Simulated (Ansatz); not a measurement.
Predict the output of the script below (the Ansatz DFT code, driven from Python).

Contents of `sno2.cif`:
```cif
data_SnO2
_cell_length_a 4.788004
_cell_length_b 4.866582
_cell_length_c 3.240898
_cell_angle_alpha 90.00000
_cell_angle_beta 90.00000
_cell_angle_gamma 90.00000
_symmetry_space_group_name_H-M 'P 1'
_symmetry_Int_Tables_number 1
loop_
_symmetry_equiv_pos_as_xyz
'x, y, z'
loop_
_atom_site_label
_atom_site_type_symbol
_atom_site_fract_x
_atom_site_fract_y
_atom_site_fract_z
Sn1 Sn    0.500000    0.500000    0.500000
Sn2 Sn    0.000000    0.000000    0.000000
O3 O    0.291855    0.321042    0.000000
O4 O    0.791855    0.178958    0.500000
O5 O    0.208145    0.821042    0.500000
O6 O    0.708145    0.678958    0.000000
```

The script, `run_xc.py`:
```python
import ansatz
from ase.io import read
from tabulate import tabulate


def main() -> None:
    atoms = read('sno2.cif')
    structure = ansatz.Crystal.from_ase(atoms)

    calc = (
        structure.calculation()
        .kpoints(4, 4, 6)
        .pseudopotentials('paw')
        .occupations(ansatz.OccupationsMethod.FIXED)
        .band_table()
    )

    rows = []
    for value in ['r2scan', 'pbesol', 'lda']:
        r = calc.functional(value).run(threads=1, pin='off').report
        rows.append((value, r['free_energy_ev'] / len(r['lattice']['sites']), r['n_iterations'], r['gap_by_band_count_ev'], r['n_kpoints']))

    print(tabulate(rows, headers=['functional', 'F/atom (eV)', 'iterations', 'gap by band count (eV)', 'k-points'], floatfmt='.4f', tablefmt='grid'))


if __name__ == '__main__':
    main()
```

```console
$ python run_xc.py
DeckWarning: basis.ecutwfc = 500 eV, auto-derived from the records' recommended cutoffs: set by Sn (their level for a meta-GGA)
DeckWarning: basis.ecutwfc = 420 eV, auto-derived from the records' recommended cutoffs: set by Sn (normal level)
+--------------+---------------+--------------+--------------------------+------------+
| functional   |   F/atom (eV) |   iterations |   gap by band count (eV) |   k-points |
+==============+===============+==============+==========================+============+
| r2scan       |    -2392.0548 |            7 |                   1.3985 |         36 |
+--------------+---------------+--------------+--------------------------+------------+
| pbesol       |    -2357.1671 |            6 |                   0.7265 |         36 |
+--------------+---------------+--------------+--------------------------+------------+
| lda          |    -2330.0307 |            7 |                   0.6820 |         36 |
+--------------+---------------+--------------+--------------------------+------------+
```
(Warnings from the package without file and line.)

What to keep in mind:
- Semilocal gaps usually lie well under measured ones.
- The structure comes from a database of computed cells and needn't be a stable or known phase.
- Gaps and levels are Kohn-Sham values on a finite set of k-points, without spin-orbit coupling.
- Total energies of different functionals can't be compared; pressures, moments and gaps at this one structure can.
- Run time: 20 s on 1 thread of Intel(R) Xeon(R) Processor @ 2.30GHz, with other jobs on the host, peak memory 0.71 GiB.
